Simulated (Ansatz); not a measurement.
(001) slab of diamond, 13.3 Å thick as cut, ended by H

Ansatz, PAW, plane waves, no spin–orbit coupling unless named; atoms relaxed with PBEsol, the curve by HSE06. The curve holds the local part of the PAW potentials, so its shape inside matter depends on the files.

```
C H
1.0
     3.55380    3.55380    0.00000
    -3.55380    3.55380    0.00000
     0.00000    0.00000   28.82676
C H
64 8
Direct
  0.00007 0.08955 0.27125
  0.00006 0.99694 0.39209
  0.00005 0.00051 0.51514
  0.00005 0.00025 0.64057
  0.50005 0.41089 0.27126
  0.50005 0.50351 0.39205
  0.50005 0.49998 0.51551
  0.50005 0.50029 0.63673
  0.25006 0.01791 0.29925
  0.25006 0.99708 0.42290
  0.25005 0.00055 0.54584
  0.25005 0.00025 0.67267
  0.75004 0.48250 0.29926
  0.75005 0.50338 0.42285
  0.75005 0.49994 0.54643
  0.75005 0.50030 0.66620
  0.00003 0.41088 0.27126
  0.00005 0.50350 0.39205
  0.00005 0.49998 0.51551
  0.00006 0.50030 0.63673
  0.50006 0.08955 0.27126
  0.50006 0.99696 0.39209
  0.50005 0.00051 0.51514
  0.50005 0.00023 0.64057
  0.25004 0.48250 0.29926
  0.25005 0.50337 0.42285
  0.25005 0.49994 0.54643
  0.25006 0.50031 0.66620
  0.75006 0.01793 0.29925
  0.75006 0.99709 0.42290
  0.75005 0.00055 0.54584
  0.75005 0.00023 0.67267
  0.25005 0.75023 0.32717
  0.25005 0.74993 0.45399
  0.25005 0.75340 0.57693
  0.25005 0.73258 0.70059
  0.75005 0.25018 0.33364
  0.75005 0.25054 0.45341
  0.75005 0.24711 0.57699
  0.75005 0.26797 0.70058
  0.00005 0.25018 0.36311
  0.00005 0.25050 0.48432
  0.00005 0.24698 0.60779
  0.00006 0.33961 0.72858
  0.50006 0.75025 0.35927
  0.50005 0.74997 0.48470
  0.50006 0.75353 0.60775
  0.50005 0.66094 0.72859
  0.25005 0.25018 0.33364
  0.25005 0.25053 0.45341
  0.25005 0.24710 0.57699
  0.25006 0.26799 0.70058
  0.75005 0.75024 0.32717
  0.75005 0.74993 0.45399
  0.75005 0.75340 0.57693
  0.75005 0.73256 0.70059
  0.00005 0.75023 0.35927
  0.00005 0.74997 0.48470
  0.00005 0.75354 0.60775
  0.00005 0.66094 0.72859
  0.50005 0.25021 0.36311
  0.50005 0.25050 0.48432
  0.50005 0.24697 0.60779
  0.50005 0.33961 0.72858
  0.00013 0.00321 0.23603
  0.50005 0.49722 0.23603
  0.00003 0.49718 0.23603
  0.49998 0.00324 0.23603
  0.00008 0.25330 0.76380
  0.50004 0.74725 0.76381
  0.00007 0.74728 0.76381
  0.50003 0.25328 0.76380
```

Planar mean of the electrostatic potential energy along the normal, from the vacuum level:

```json
{"z (Å)": "0.00", "v (eV)": "0.00"}
{"z (Å)": "0.29", "v (eV)": "0.00"}
{"z (Å)": "0.72", "v (eV)": "0.00"}
{"z (Å)": "1.01", "v (eV)": "0.00"}
{"z (Å)": "1.30", "v (eV)": "0.00"}
{"z (Å)": "1.73", "v (eV)": "0.00"}
{"z (Å)": "2.02", "v (eV)": "0.00"}
{"z (Å)": "2.31", "v (eV)": "0.00"}
{"z (Å)": "2.74", "v (eV)": "0.00"}
{"z (Å)": "3.03", "v (eV)": "0.00"}
{"z (Å)": "3.32", "v (eV)": "0.00"}
{"z (Å)": "3.75", "v (eV)": "0.00"}
{"z (Å)": "4.04", "v (eV)": "0.00"}
{"z (Å)": "4.32", "v (eV)": "0.00"}
{"z (Å)": "4.76", "v (eV)": "-0.01"}
{"z (Å)": "5.04", "v (eV)": "-0.02"}
{"z (Å)": "5.33", "v (eV)": "-0.04"}
{"z (Å)": "5.77", "v (eV)": "-0.17"}
{"z (Å)": "6.05", "v (eV)": "-0.43"}
{"z (Å)": "6.34", "v (eV)": "-1.09"}
{"z (Å)": "6.77", "v (eV)": "-4.31"}
{"z (Å)": "7.06", "v (eV)": "-3.82"}
{"z (Å)": "7.49", "v (eV)": "-9.72"}
{"z (Å)": "7.78", "v (eV)": "-14.57"}
{"z (Å)": "8.07", "v (eV)": "-14.82"}
{"z (Å)": "8.50", "v (eV)": "-15.75"}
{"z (Å)": "8.79", "v (eV)": "-15.17"}
{"z (Å)": "9.08", "v (eV)": "-13.41"}
{"z (Å)": "9.51", "v (eV)": "-15.26"}
{"z (Å)": "9.80", "v (eV)": "-13.99"}
{"z (Å)": "10.09", "v (eV)": "-13.98"}
{"z (Å)": "10.52", "v (eV)": "-15.24"}
{"z (Å)": "10.81", "v (eV)": "-13.51"}
{"z (Å)": "11.10", "v (eV)": "-14.70"}
{"z (Å)": "11.53", "v (eV)": "-14.45"}
{"z (Å)": "11.82", "v (eV)": "-13.62"}
{"z (Å)": "12.11", "v (eV)": "-15.50"}
{"z (Å)": "12.54", "v (eV)": "-13.69"}
{"z (Å)": "12.83", "v (eV)": "-14.27"}
{"z (Å)": "13.12", "v (eV)": "-15.67"}
{"z (Å)": "13.55", "v (eV)": "-13.53"}
{"z (Å)": "13.84", "v (eV)": "-15.22"}
{"z (Å)": "14.13", "v (eV)": "-15.01"}
{"z (Å)": "14.56", "v (eV)": "-13.95"}
{"z (Å)": "14.85", "v (eV)": "-15.71"}
{"z (Å)": "15.13", "v (eV)": "-14.07"}
{"z (Å)": "15.57", "v (eV)": "-14.86"}
{"z (Å)": "15.85", "v (eV)": "-15.34"}
{"z (Å)": "16.14", "v (eV)": "-13.54"}
{"z (Å)": "16.58", "v (eV)": "-15.61"}
{"z (Å)": "16.86", "v (eV)": "-14.42"}
{"z (Å)": "17.15", "v (eV)": "-13.63"}
{"z (Å)": "17.58", "v (eV)": "-15.61"}
{"z (Å)": "17.87", "v (eV)": "-13.71"}
{"z (Å)": "18.16", "v (eV)": "-14.20"}
{"z (Å)": "18.59", "v (eV)": "-14.88"}
{"z (Å)": "18.88", "v (eV)": "-13.57"}
{"z (Å)": "19.17", "v (eV)": "-14.89"}
{"z (Å)": "19.60", "v (eV)": "-13.66"}
{"z (Å)": "19.89", "v (eV)": "-14.07"}
{"z (Å)": "20.18", "v (eV)": "-15.98"}
{"z (Å)": "20.61", "v (eV)": "-14.82"}
{"z (Å)": "20.90", "v (eV)": "-15.03"}
{"z (Å)": "21.19", "v (eV)": "-12.57"}
{"z (Å)": "21.62", "v (eV)": "-4.21"}
{"z (Å)": "21.91", "v (eV)": "-4.30"}
{"z (Å)": "22.34", "v (eV)": "-2.00"}
{"z (Å)": "22.63", "v (eV)": "-0.70"}
{"z (Å)": "22.92", "v (eV)": "-0.27"}
{"z (Å)": "23.35", "v (eV)": "-0.06"}
{"z (Å)": "23.64", "v (eV)": "-0.02"}
{"z (Å)": "23.93", "v (eV)": "-0.01"}
{"z (Å)": "24.36", "v (eV)": "0.00"}
{"z (Å)": "24.65", "v (eV)": "0.00"}
{"z (Å)": "24.94", "v (eV)": "0.00"}
{"z (Å)": "25.37", "v (eV)": "0.00"}
{"z (Å)": "25.66", "v (eV)": "0.00"}
{"z (Å)": "25.94", "v (eV)": "0.00"}
{"z (Å)": "26.38", "v (eV)": "0.00"}
{"z (Å)": "26.66", "v (eV)": "0.00"}
{"z (Å)": "26.95", "v (eV)": "0.00"}
{"z (Å)": "27.39", "v (eV)": "0.00"}
{"z (Å)": "27.67", "v (eV)": "0.00"}
{"z (Å)": "27.96", "v (eV)": "0.00"}
{"z (Å)": "28.39", "v (eV)": "0.00"}
{"z (Å)": "28.68", "v (eV)": "0.00"}
```

(1) How far below the vacuum level do the top filled and the lowest empty level lie, by each functional?

Results:

(1) PBEsol: 3.61 and 0.75 eV (gap 2.87 eV, a 3×3×1 mesh); HSE06: 4.14 and 0.61 eV (gap 3.53 eV, a 2×2×1 mesh). Either level can be a surface state and not a band edge of the crystal.

Both faces carry rows of carbon dimers with one hydrogen per surface carbon, so no dangling bonds remain to put states in the gap. Even so, the HSE06 gap of 3.53 eV is far below that of bulk diamond, and confinement in a thin slab would widen the gap, not narrow it. The lowest empty level is therefore probably a diffuse surface state, held mostly outside the C–H bonds. Such a state overlaps little with the filled orbitals, which may be why the hybrid functional moves it much less than the filled level.

Carbon is more electronegative than hydrogen, so the C–H dipoles point their positive ends outward and lower the vacuum level relative to the bands. If the top filled level, 4.14 eV below vacuum in HSE06, lies near the bulk valence edge, diamond's wider bulk gap places the conduction edge above vacuum. This suggests the negative electron affinity well known for hydrogenated diamond; the 0.61 eV depth of the empty level shouldn't be read as a positive bulk affinity.
